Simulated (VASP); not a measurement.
A run of VASP 6.6.1 is set up as follows.

INCAR

```
SYSTEM = Al
  ALGO = Normal
  EDIFF = 1E-7
  ENCUT = 520
  GGA = CA
  ISIF = 2
  ISMEAR = 0
  LASPH = .TRUE.
  LCHARG = .FALSE.
  LREAL = .FALSE.
  LWAVE = .FALSE.
  NELM = 100
  PREC = Accurate
  SIGMA = 0.1
```

Contents of KPOINTS:

```
k-points
0
G
  18 18 18
  0 0 0
```

File POSCAR:

```
Al                                      
1.0
    0.0000000000      1.9923467079      1.9923467079
    1.9923467079      0.0000000000      1.9923467079
    1.9923467079      1.9923467079      0.0000000000
  Al            
     1
Direct
     0.0000000000000000    0.0000000000000000    0.0000000000000000
```

Potentials or basis: VASP PAW LDA potentials, release 64 (Al).

The run is started by

```sh
$ cat potpaw_LDA.64/Al/POTCAR > POTCAR
$ mpirun -np 1 vasp_std > vasp.out
```

(1) Estimate the band gap on the k mesh.

(2) What does it give for the pressure?

Answers

(1) none (metal or under the smearing width).

(2) 0.0 GPa.
